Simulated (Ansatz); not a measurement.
What a strained ZnSe layer does to its nuclei

Cell: a COD entry, whose atoms a relaxation with PBE at fixed cell left in place.

```
Zn Se
1.0
     0.00000    2.83380    2.83380
     2.83380    0.00000    2.83380
     2.83380    2.83380    0.00000
Zn Se
1 1
Direct
  0.00000 0.00000 0.00000
  0.25000 0.25000 0.25000
```

Sites (sets of like atoms) are named by element and the number of their first atom in this list.

Computed with Ansatz: DFT, PBE, plane waves and PAW, scalar-relativistic, 420 eV cutoff, Γ-centred 13×13×13 k-points, Fermi–Dirac smearing 0.02 eV.

The cell is stretched along z (the third Cartesian axis of the run's cell), x and y held, and the ions relax again each time.

| strain along z (%) | Zn: V along z (10²¹ V/m²) | Se: V along z (10²¹ V/m²) |
| --- | --- | --- |
| -3 | ? | ? |
| -2 | 0.36 | -0.83 |
| -1 | 0.18 | -0.42 |
| 0 | 0.00 | 0.00 |
| +1 | -0.16 | 0.43 |
| +2 | -0.33 | 0.86 |
| +3 | -0.48 | 1.30 |

Question: Estimate the row at -3 % from the others.

Answer: Zn: 0.54; Se: -1.25. Worked for Zn: a straight line through the other 6 rows has a slope of -0.168 × 10²¹ V/m² per per cent of strain and gives 0.52 at -3 %, against 0.54 from the run, so the response is nearly linear here. For 67Zn that is −0.50 MHz of C_Q per per cent. Worked for Se: a straight line through the other 6 rows has a slope of 0.427 × 10²¹ V/m² per per cent of strain and gives -1.27 at -3 %, against -1.25 from the run, so the response is nearly linear here. Without strain Zn and Se sit on a cubic site without a gradient, so the whole gradient comes from the strain.
